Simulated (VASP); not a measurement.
Computed with PBE GGA, VASP's PBE PAW potentials (set 64) (plane waves; VASP).

The input files of a VASP run:

### KPOINTS
```
Automatic mesh
0
Gamma
10 10 10
0 0 0
```

**INCAR**
```
ALGO  =  Normal
EDIFF  =  1E-7
ENCUT  =  520
GGA  =  PE
ISIF  =  2
ISMEAR  =  0
LASPH  =  T
LCHARG  =  F
LREAL  =  F
LWAVE  =  F
NELM  =  100
PREC  =  Accurate
SIGMA  =  0.05
SYSTEM  =  Li2O
```

File POSCAR:
```
Li2O
1
    0.0000000000     2.2646265689     2.2646265689
    2.2646265689     0.0000000000     2.2646265689
    2.2646265689     2.2646265689     0.0000000000
Li O
2 1
Direct
  0.2500000000   0.2500000000   0.2500000000
  0.7500000000   0.7500000000   0.7500000000
  0.0000000000   0.0000000000   1.0000000000
```

POTCAR, in this order: Li_sv O (PBE.64 set). Program: vasp_std.

The run wrote:

### OUTCAR
```
 ion  position               nearest neighbor table
   1  0.250  0.250  0.250-   3 1.96   3 1.96   3 1.96   3 1.96   2 2.26   2 2.26   2 2.26   2 2.26
                             2 2.26   2 2.26
   2  0.750  0.750  0.750-   3 1.96   3 1.96   3 1.96   3 1.96   1 2.26   1 2.26   1 2.26   1 2.26
                             1 2.26   1 2.26
   3  0.000  0.000  0.000-   2 1.96   2 1.96   2 1.96   1 1.96   2 1.96   1 1.96   1 1.96   1 1.96
  LATTYP: Found a face centered cubic cell.
 ALAT       =     4.5292531378
 Subroutine PRICEL returns:
 Original cell was already a primitive cell.
 Subroutine GETGRP returns: Found 48 space group operations
The static configuration has the point symmetry O_h .
The dynamic configuration has the point symmetry O_h .
 Subroutine INISYM returns: Found 48 space group operations
 Subroutine IBZKPT returns following result:
 Found     47 irreducible k-points:

 Following reciprocal coordinates:
            Coordinates               Weight
  0.000000  0.000000  0.000000      1.000000
  0.100000  0.000000  0.000000      8.000000
  0.200000  0.000000  0.000000      8.000000
  0.300000  0.000000  0.000000      8.000000
  0.400000  0.000000  0.000000      8.000000
  0.500000  0.000000  0.000000      4.000000
  0.100000  0.100000  0.000000      6.000000
  0.200000  0.100000  0.000000     24.000000
  0.300000  0.100000  0.000000     24.000000
  0.400000  0.100000  0.000000     24.000000
  0.500000  0.100000  0.000000     24.000000
 -0.400000  0.100000  0.000000     24.000000
 -0.300000  0.100000  0.000000     24.000000
 -0.200000  0.100000  0.000000     24.000000
 -0.100000  0.100000  0.000000     12.000000
  0.200000  0.200000  0.000000      6.000000
  0.300000  0.200000  0.000000     24.000000
  0.400000  0.200000  0.000000     24.000000
  0.500000  0.200000  0.000000     24.000000
 -0.400000  0.200000  0.000000     24.000000
 -0.300000  0.200000  0.000000     24.000000
...
```

File OSZICAR:
```
       N       E                     dE             d eps       ncg     rms          rms(c)
DAV:   1     0.386702345181E+02    0.38670E+02   -0.61506E+03   940   0.131E+03
DAV:   2    -0.112567782878E+02   -0.49927E+02   -0.47204E+02  1126   0.233E+02
DAV:   3    -0.160652816342E+02   -0.48085E+01   -0.47912E+01  1676   0.607E+01
DAV:   4    -0.161100030668E+02   -0.44721E-01   -0.44690E-01  1260   0.711E+00
DAV:   5    -0.161102587830E+02   -0.25572E-03   -0.25570E-03  1404   0.423E-01    0.754E+00
DAV:   6    -0.143381178335E+02    0.17721E+01   -0.94248E+00   944   0.199E+01    0.277E+00
DAV:   7    -0.143170782582E+02    0.21040E-01   -0.19920E-01  1078   0.395E+00    0.148E+00
DAV:   8    -0.143182014416E+02   -0.11232E-02   -0.56665E-02  1136   0.297E+00    0.347E-01
DAV:   9    -0.143171538585E+02    0.10476E-02   -0.68808E-03  1218   0.770E-01    0.106E-01
DAV:  10    -0.143175926152E+02   -0.43876E-03   -0.90007E-04  1028   0.256E-01    0.446E-02
DAV:  11    -0.143175796839E+02    0.12931E-04   -0.35949E-05  1212   0.786E-02    0.106E-02
DAV:  12    -0.143175804881E+02   -0.80428E-06   -0.44413E-06  1150   0.222E-02    0.251E-03
DAV:  13    -0.143175805484E+02   -0.60272E-07   -0.63369E-07  1218   0.910E-03
   1 F= -.14317581E+02 E0= -.14317581E+02  d E =-.401377E-16
```

**OUTCAR**
```
------------------------ aborting loop because EDIFF is reached ----------------------------------------
  FORCE on cell =-STRESS in cart. coord.  units (eV):
  Direction    XX          YY          ZZ          XY          YZ          ZX
  --------------------------------------------------------------------------------------
  Total        0.8462255      0.8462255      0.8462255      0.0000000     -0.0000000      0.0000000
  in kB       58.3682772     58.3682772     58.3682772      0.0000000     -0.0000000      0.0000000
  external PRESSURE =      58.3682772 kB  Pullay stress =       0.0000000 kB
  volume of cell :       23.23
      direct lattice vectors                 reciprocal lattice vectors
     0.000000000  2.264626569  2.264626569    -0.220786953  0.220786953  0.220786953
     2.264626569  0.000000000  2.264626569     0.220786953 -0.220786953  0.220786953
     2.264626569  2.264626569  0.000000000     0.220786953  0.220786953 -0.220786953
 POSITION                                       TOTAL-FORCE (eV/Angst)
 -----------------------------------------------------------------------------------
      1.13231      1.13231      1.13231        -0.000000     -0.000000     -0.000000
      3.39694      3.39694      3.39694        -0.000000      0.000000     -0.000000
      0.00000      0.00000      0.00000         0.000000      0.000000      0.000000
 -----------------------------------------------------------------------------------
    total drift:                               -0.000000      0.000000      0.000000
  FREE ENERGIE OF THE ION-ELECTRON SYSTEM (eV)
  ---------------------------------------------------
  free  energy   TOTEN  =       -14.3175805484 eV

  energy  without entropy=      -14.3175805484  energy(sigma->0) =      -14.31758055
```
(Selected blocks of OUTCAR.)

The compound is Li2O in the antifluorite structure. This cell is one point of a volume scan, at 0.94 of the reference volume.
